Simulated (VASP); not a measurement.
# Mo (P6/mmm) in VASP: notebook

The runs below take Mo through single point, relaxation of cell and atoms, with PBE.

Everything below comes from runs of VASP 6.6.1. Logs are shortened: lines on timing, memory, paths and dates and some standing lists are left out, and cuts for length are marked.

## (1) The crystal as given

It takes space group P6/mmm (No. 191, hexagonal). The conventional cell has a = 4.669 Å, b = 4.669 Å, c = 2.549 Å, α = 90.00°, β = 90.00°, γ = 120.00°. Around Mo (site symmetry 6/mmm) lie 2 Mo at 2.55 Å. Mo (site symmetry -6m2) is surrounded by 5 Mo at 2.55 to 2.70 Å.

The cell was built by a generator and needn't be a form met in nature.

## (2) Single point, PBE (random cell without symmetry)

Input file INCAR:

```
PREC     = Accurate       # precision mode
ENCUT    = 520            # plane-wave cutoff, eV
EDIFF    = 1E-6           # SCF threshold, eV
ISMEAR   = 0              # smearing method
SIGMA    = 0.1            # smearing width, eV
LREAL    = F              # projectors in reciprocal space
LASPH    = T              # aspherical terms in the spheres
NELM     = 100            # most SCF steps
ALGO     = Fast           # electronic algorithm
ISIF     = 2              # what is computed and relaxed
LWAVE    = F              # write WAVECAR
LCHARG   = F              # write CHGCAR
GGA      = PE             # functional
NBANDS   = 51             # bands
```

Input file KPOINTS:

```
Automatic mesh
0
Gamma
  4 6 4
```

Input file POSCAR:

```
Mo
1.0
    5.0685972044      0.8089142533     -0.6841695683
    1.9064463898      4.8126894062      0.3451979390
   -2.0683159000      0.4488198919      4.7072994818
Mo
6
Direct
    0.7256293394      0.1266390098      0.4649781797
    0.2256014289      0.6266165549      0.9649795155
    0.7256571953      0.6266090499      0.4650163981
    0.2256431309      0.6266022622      0.4650112614
   -0.0105306429      1.2246676066      0.0922392272
    0.4618785888      0.0285388403      0.8377558456
```

Potentials or basis: VASP PAW PBE potentials, release 64 (Mo_sv).

The run is started by

```
$ cat potpaw_PBE.64/Mo_sv/POTCAR > POTCAR
$ mpirun -np 1 vasp_std > vasp.out
```

OUTCAR:

```text
PREC = Accurate
   ENCUT = 520
   EDIFF = 1E-6
   ISMEAR = 0
   LREAL = F
   LASPH = T
   NELM = 100
   ISIF = 2
   GGA = PE

 ion  position               nearest neighbor table
   1  0.726  0.127  0.465-   3 2.59   3 2.59   4 2.60   4 2.60   2 2.62   2 2.62   6 2.98   5 2.98
                             6 3.02   5 3.03   5 3.04   6 3.04
   2  0.226  0.627  0.965-   4 2.58   4 2.58   3 2.59   3 2.59   1 2.62   1 2.62   5 2.93   6 2.93
                             5 3.10   6 3.10   6 3.11   5 3.11
   3  0.726  0.627  0.465-   2 2.59   2 2.59   4 2.59   4 2.59   1 2.59   1 2.59   5 2.98   6 2.98
                             5 3.09   6 3.09   6 3.11   5 3.11
   4  0.226  0.627  0.465-   2 2.58   2 2.58   3 2.59   3 2.59   1 2.60   1 2.60   6 2.96   5 2.96
                             6 3.10   5 3.10   5 3.11   6 3.11
   5  0.989  0.225  0.092-   2 2.93   4 2.96   1 2.98   3 2.98   1 3.03   1 3.04   6 3.06   6 3.08
                             3 3.09   4 3.10   2 3.10   3 3.11   2 3.11   4 3.11   6 3.16   6 3.43
   6  0.462  0.029  0.838-   2 2.93   4 2.96   1 2.98   3 2.98   1 3.02   1 3.04   5 3.06   5 3.08
                             3 3.09   4 3.10   2 3.10   2 3.11   3 3.11   4 3.11   5 3.16   5 3.43

  LATTYP: Found a triclinic cell.
 ALAT       =     8.9517112960
 B/A-ratio  =     0.5784522446
 C/A-ratio  =     0.8150840608
 COS(alpha) =     0.0005586417
 COS(beta)  =     0.4057397904
 COS(gamma) =     0.8662640197

  Lattice vectors:

 A1 = (   7.1369131044,   0.3600943614,  -5.3914690501)
 A2 = (   5.0685972044,   0.8089142533,  -0.6841695683)
 A3 = (   0.1618695102,  -5.2615092981,  -5.0524974208)

Analysis of symmetry for initial positions (statically):
=====================================================================
 Subroutine PRICEL returns:
 Original cell was already a primitive cell.

 Routine SETGRP: Setting up the symmetry group for a
 triclinic supercell.

 Subroutine GETGRP returns: Found  1 space group operations
 (whereof  1 operations were pure point group operations)
 out of a pool of  2 trial point group operations.

The static configuration has the point symmetry C_1 .

Analysis of symmetry for dynamics (positions and initial velocities):
=====================================================================
 Subroutine PRICEL returns:
 Original cell was already a primitive cell.

 Routine SETGRP: Setting up the symmetry group for a
 triclinic supercell.

 Subroutine GETGRP returns: Found  1 space group operations
 (whereof  1 operations were pure point group operations)
 out of a pool of  2 trial point group operations.

The dynamic configuration has the point symmetry C_1 .

 Subroutine INISYM returns: Found  1 space group operations
 (whereof  1 operations are pure point group operations),
 and found     1 'primitive' translations

----------------------------------------------------------------------------------------

                                     Primitive cell

  volume of cell :      98.8100

  direct lattice vectors                    reciprocal lattice vectors
     5.068597204  0.808914253 -0.684169568     0.227708212 -0.098048747  0.109400038
     1.906446390  4.812689406  0.345197939    -0.041644290  0.227146402 -0.039955259
    -2.068315900  0.448819892  4.707299482     0.036149506 -0.030907836  0.231266495

  length of vectors
     5.178137492  5.188032264  5.161205128     0.270985156  0.234363302  0.236106486

  position of ions in fractional coordinates (direct lattice)
     0.725629339  0.126639010  0.464978180
     0.225601429  0.626616555  0.964979515
     0.725657195  0.626609050  0.465016398
     0.225643131  0.626602262  0.465011261
     0.989469357  0.224667607  0.092239227
     0.461878589  0.028538840  0.837755846

  ion indices of the primitive-cell ions
   primitive index   ion index
                 1           1
                 2           2
                 3           3
                 4           4
                 5           5
                 6           6

----------------------------------------------------------------------------------------

 KPOINTS: Automatic mesh

Automatic generation of k-mesh.
 Grid dimensions read from file:
 generate k-points for:    4    6    4

 Generating k-lattice:

  Cartesian coordinates                     Fractional coordinates (reciprocal lattice)
     0.056927053 -0.024512187  0.027350010     0.250000000  0.000000000  0.000000000
    -0.006940715  0.037857734 -0.006659210    -0.000000000  0.166666667  0.000000000
     0.009037377 -0.007726959  0.057816624    -0.000000000 -0.000000000  0.250000000

  Length of vectors
     0.067746289  0.039060550  0.059026621

  Shift w.r.t. Gamma in fractional coordinates (k-lattice)
     0.000000000  0.000000000  0.000000000

 Subroutine IBZKPT returns following result:
 ===========================================

 Found     52 irreducible k-points:

 Following reciprocal coordinates:
            Coordinates               Weight
  0.000000  0.000000  0.000000      1.000000
  0.250000  0.000000  0.000000      2.000000
  0.500000  0.000000  0.000000      1.000000
 -0.000000  0.166667 -0.000000      2.000000
  0.250000  0.166667 -0.000000      2.000000
  0.500000  0.166667  0.000000      2.000000
[... 16 lines left out ...]
  0.000000  0.333333  0.250000      2.000000
  0.250000  0.333333  0.250000      2.000000
 [... further k-points ...]
   k-points           NKPTS =     52   k-points in BZ     NKDIM =     52   number of bands    NBANDS=     51
   number of dos      NEDOS =    301   number of ions     NIONS =      6
   total plane-waves  NPLWV =  64000
   dimension x,y,z NGX =    40 NGY =   40 NGZ =   40
   dimension x,y,z NGXF=    80 NGYF=   80 NGZF=   80
   ions per type =               6
   NGX,Y,Z   is equivalent  to a cutoff of  12.84, 12.82, 12.88 a.u.
   NGXF,Y,Z  is equivalent  to a cutoff of  25.68, 25.64, 25.77 a.u.
 SYSTEM =  unknown system
   PREC   = accura    normal or accurate (medium, high low for compatibility)
   ISTART =      0    job   : 0-new  1-cont  2-samecut
   ICHARG =      2    charge: 1-file 2-atom 10-const
   ISPIN  =      1    spin polarized calculation?
   LNONCOLLINEAR =      F non collinear calculations
   LSORBIT =      F    spin-orbit coupling
   LASPH  =      T    aspherical Exc in radial PAW
   ENCUT  =  520.0 eV  38.22 Ry    6.18 a.u.   9.63  9.65  9.60*2*pi/ulx,y,z
   NELM   =    100;   NELMIN=  2; NELMDL= -5     # of ELM steps
   EDIFF  = 0.1E-05   stopping-criterion for ELM
   LREAL  =      F    real-space projection
   EDIFFG = 0.1E-04   stopping-criterion for IOM
   NSW    =      0    number of steps for IOM
   IBRION =     -1    ionic relax: 0-MD 1-quasi-New 2-CG
   NFREE  =      0    steps in history (QN), initial steepest desc. (CG)
   ISIF   =      2    stress and relaxation
   ISYM   =      2    0-nonsym 1-usesym 2-fastsym
   POTIM  = 0.5000    time-step for ionic-motion
   TEBEG  =    0.0;   TEEND  =   0.0 temperature during run
   PSTRESS=    0.0 pullay stress
   NELECT =      84.0000    total number of electrons
   NUPDOWN=      -1.0000    fix difference up-down
   EMIN   =  10.00;   EMAX   =-10.00  energy-range for DOS
   EFERMI =   0.00;   METHOD = LEGACY
   ISMEAR =     0;   SIGMA  =   0.10  broadening in eV -4-tet -1-fermi 0-gaus
   EFERMI_NEDOS =   21; number of points for ismear=-14 and -15
   IALGO  =     68    algorithm
   IMIX   =      4    mixing-type and parameters
     AMIX     =   0.40;   BMIX     =  1.00
     AMIX_MAG =   1.60;   BMIX_MAG =  1.00
  volume/ion in A,a.u.               =      16.47       111.13
  Fermi-wavevector in a.u.,A,eV,Ry     =   1.550842  2.930667 32.723541  2.405112
  Thomas-Fermi vector in A             =   2.655448
   LORBIT       =      0    0 simple, 1 ext, 2 COOP (PROOUT), +10 PAW based schemes
   GGA     = PE    functional components
   LHFCALC =     F    Hartree Fock is set to
   AEXX    =    0.0000 exact exchange contribution
   IVDW    =     0    specifies the selected vdW correction
   LEPSILON=     F    determine dielectric tensor
   LRPA    =     F    only Hartree local field effects (RPA)
 non-spin polarized calculation
 RMM-DIIS sequential band-by-band and
 Gauss-broadening in eV      SIGMA  =   0.10
  energy-cutoff  :      520.00
  volume of cell :       98.81
 maximum number of plane-waves:      2697
 NGX is ok and might be reduce to    40
   NGX = 19   NGY = 19   NGZ = 19

 number of electron      84.0000004 magnetization

 Free energy of the ion-electron system (eV)
  ---------------------------------------------------
  ext. energy  EPLUGINS =         0.00000000
  ---------------------------------------------------
  free energy    TOTEN  =       -63.46463589 eV

  energy without entropy =      -63.42707467  energy(sigma->0) =      -63.44585528

 E-fermi :  11.4574     XC(G=0): -13.0531

 val. band max:       11.4479811120   @ k =   0.0000   0.3333   0.5000
 cond. band min:      11.4613934526   @ k =  -0.0000  -0.1667   0.2500
 fundamental gap:      0.0134123406
 Fermi energy:        11.4573619392

 k-point     1 :       0.0000    0.0000    0.0000
  band No.  band energies     occupation
      1     -49.5764      2.00000
      2     -49.4661      2.00000
      3     -49.4438      2.00000
      4     -49.1259      2.00000
      5     -49.1149      2.00000
      6     -49.1080      2.00000
[... 43 lines left out ...]
     50      14.5186      0.00000
     51      15.1322      0.00000

 k-point     2 :       0.2500    0.0000    0.0000
  band No.  band energies     occupation
      1     -49.5337      2.00000
      2     -49.4718      2.00000
      3     -49.4254      2.00000
      4     -49.1820      2.00000
      5     -49.1180      2.00000
      6     -49.1089      2.00000
[... 43 lines left out ...]
     50      14.2529      0.00000
     51      14.3149      0.00000

 k-point     3 :       0.5000    0.0000    0.0000
  band No.  band energies     occupation
      1     -49.4913      2.00000
      2     -49.4841      2.00000
      3     -49.3210      2.00000
      4     -49.3202      2.00000
      5     -49.1180      2.00000
      6     -49.1098      2.00000
[... 1123 lines left out ...]
     50      14.0140      0.00000
     51      14.0363      0.00000

 k-point    24 :       0.2500    0.3333    0.2500
  band No.  band energies     occupation
      1     -49.5060      2.00000
      2     -49.4786      2.00000
      3     -49.4001      2.00000
      4     -49.2212      2.00000
      5     -49.1246      2.00000
      6     -49.1122      2.00000
[... 43 lines left out ...]
     50      13.7668      0.00000
     51      14.2276      0.00000

 [... further k-points ...]

------------------------ aborting loop because EDIFF is reached ----------------------------------------

  FORCE on cell =-STRESS in cart. coord.  units (eV):
  Direction    XX          YY          ZZ          XY          YZ          ZX
  --------------------------------------------------------------------------------------
  -------------------------------------------------------------------------------------
  Total        0.1668023      0.4713629      0.3464751     -0.0586222      0.0372646     -0.0202278
  in kB        2.7046556      7.6430256      5.6180025     -0.9505443      0.6042359     -0.3279887
  external PRESSURE =       5.3218946 kB  Pullay stress =       0.0000000 kB

 VOLUME and BASIS-vectors are now :
 -----------------------------------------------------------------------------
  energy-cutoff  :      520.00
  volume of cell :       98.81
      direct lattice vectors                 reciprocal lattice vectors
     5.068597204  0.808914253 -0.684169568     0.227708212 -0.098048747  0.109400038
     1.906446390  4.812689406  0.345197939    -0.041644290  0.227146402 -0.039955259
    -2.068315900  0.448819892  4.707299482     0.036149506 -0.030907836  0.231266495

 POSITION                                       TOTAL-FORCE (eV/Angst)
 -----------------------------------------------------------------------------------
      2.95763      1.40514      1.73605         0.000293     -0.001771      0.000495
      0.34221      3.63131      4.60440         0.002678      0.001382      0.002016
      3.91086      3.81138      1.90880        -0.001876     -0.000017     -0.002563
      1.37649      3.40687      2.25087         0.000869      0.000680     -0.000536
      5.25276      1.92305     -0.16521        -0.000895      0.030840      0.015534
      0.66274      0.88697      3.63742        -0.001069     -0.031113     -0.014946
 -----------------------------------------------------------------------------------
    total drift:                               -0.000032     -0.000290     -0.000180

  FREE ENERGIE OF THE ION-ELECTRON SYSTEM (eV)
  ---------------------------------------------------
  free  energy   TOTEN  =       -63.4646358948 eV

  energy  without entropy=      -63.4270746722  energy(sigma->0) =      -63.44585528
```

Run time: 3.7 min. Hardware: 1 thread of Intel Xeon Platinum 8559C (Emerald Rapids), shared host; peak memory 0.34 GiB.

Results:

| Quantity | Value |
| --- | --- |
| Free energy | -63.4646 eV |
| Pressure | 0.5 GPa |
| Largest force | 0.035 eV/Å |
| Band gap on the k mesh | none (metal or under the smearing width) |

Forces on the atoms (eV/Å):
```
Mo   0.000 -0.002  0.000
Mo   0.003  0.001  0.002
Mo  -0.002  0.000 -0.003
Mo   0.001  0.001 -0.001
Mo  -0.001  0.031  0.016
Mo  -0.001 -0.031 -0.015
```

Caveat: the k mesh is coarse (spacing up to 0.43 Å⁻¹), so the values aren't converged.

(Part 1 of 2 ends here.)
